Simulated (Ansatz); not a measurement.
# Os: relaxation of cell and atoms

Level of theory: Ansatz 0.2.0, DFT, PBE, PAW with Ansatz's default frozen-core files, scalar-relativistic.

Command: `ansatz run input.yaml --threads 1 --pin off --max-ram 2048MiB --backend cpu --events-out ev --progress --plain --runs-dir out` The run took 11 s on 1 thread of Arm Neoverse V1, with other jobs on the host, peak memory 0.29 GiB.

```yaml
crystal:
  lattice:
    - [2.644362946, 0.0, 0.0]
    - [0.0, 2.644362946, 0.0]
    - [0.0, 0.0, 2.644362946]
  atoms:
    - { symbol: Os, position: [0.0, 0.0, 0.0] }
kpoints:
  mp_grid: { grid: [15, 15, 15] }
scf:
  occupations: { method: fermi_dirac, width: 0.05 }
hamiltonian:
  xc: pbe
  pseudopotentials: { kind: paw }
output:
  forces: true
  stress: true
  write_density: true
  write_potential: true
  elf: true
  volumetric_format: npy
relax:
  f_tol: 0.005
  max_steps: 80
  cell: {}
```

No spin–orbit coupling, which matters for the heavy atoms here.

The cell is built from the sc type as a first guess.

The cutoff is 420 eV; energies and pressures of the walk include the program's estimate of the Pulay term.

Each frame lists the cell vectors (Å), then Cartesian positions (Å); symmetry keeps all forces zero. Free energies count from the first step, -11382.8898 eV.

The walk took 7 evaluations in all; steps that aren't listed are left out.

Step 1: E = 0.0 meV, P = -21.50 GPa

```
cell 2.6444 0.0000 0.0000 0.0000 2.6444 0.0000 0.0000 0.0000 2.6444
Os    0.0000    0.0000    0.0000
```

Step 2: E = -95.4 meV, P = 15.09 GPa

```
cell 2.5154 0.0000 0.0000 0.0000 2.5154 0.0000 0.0000 0.0000 2.5154
Os    0.0000    0.0000    0.0000
```

Step 3: E = -129.9 meV, P = -2.57 GPa

```
cell 2.5655 0.0000 0.0000 0.0000 2.5655 0.0000 0.0000 0.0000 2.5655
Os    0.0000    0.0000    0.0000
```

Task: How does the relaxation end?

Result: It converges, with a = 2.557 Å, b = 2.557 Å, c = 2.557 Å, α = 90.00°, β = 90.00°, γ = 90.00° (conventional cell, space group Pm-3m). The last solve (on a basis chosen afresh for the final cell, so its energy is not quite comparable) gives E = -130.4 meV, P = 0.00 GPa:
```
cell 2.5574 0.0000 0.0000 0.0000 2.5574 0.0000 0.0000 0.0000 2.5574
Os    0.0000    0.0000    0.0000
```
